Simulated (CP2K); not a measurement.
Runs of CP2K 2026.2 on La. Symmetry: Im-3m, No. 229, cubic system. Conventional cell: a = 4.248 Å, b = 4.248 Å, c = 4.248 Å, α = 90.00°, β = 90.00°, γ = 90.00°. La (site symmetry m-3m) is surrounded by 8 La at 3.68 Å. This isn't the form of La at room conditions, which is double hcp.

```csv
level,potentials or basis,smearing,EPS_DEFAULT,NGRIDS,potentials,points a segment of the path (NPOINTS),bands added on the path,gap on the mesh (eV),pressure (GPa)
r2SCAN,POTENTIAL_UZH La GTH-SCAN-q11; TZVP-MOLOPT-SR-GTH basis,fermi-dirac 0.0259 eV,1.0E-9,4,La GTH-SCAN-q11 of POTENTIAL_UZH,8,4,none,0.5
TB-mBJ,GTH_POTENTIALS La GTH-PBE-q11; TZVP-MOLOPT-SR-GTH basis,fermi-dirac 0.01 eV,1.0E-9,4,La GTH-PBE-q11 of GTH_POTENTIALS,10,6,none,-
LDA,GTH_POTENTIALS La GTH-PADE-q11; TZVP-MOLOPT-SR-GTH basis,fermi-dirac 0.01 eV,1.0E-9,5,La GTH-PADE-q11 of GTH_POTENTIALS,8,6,none,(a)
PBEsol,GTH_POTENTIALS La GTH-PBE-q11; TZVP-MOLOPT-SR-GTH basis,fermi-dirac 0.05 eV,1.0E-10,5,La GTH-PBE-q11 of GTH_POTENTIALS,8,2,none,-1.7
```

Alike in all rows: task band structure; no spin polarisation; cell as given; k mesh 9 × 9 × 9.

Task: Estimate the missing entries.

Result: (a) -3.1.

Caveats: spin-orbit coupling is left out, which moves the levels of the heavy elements; the basis of atomic orbitals isn't converged, which shifts pressures, moduli and gaps; the potentials were made for another functional, which shifts forces and pressure (some runs); this is a model potential without an energy functional, so only levels have meaning (some runs).

A k mesh can miss the band edges, and the runs leave out spin-orbit coupling on La.

A gap of «none» marks a metal or a gap under the smearing width.

Runs at the PBE level aren't shown here.
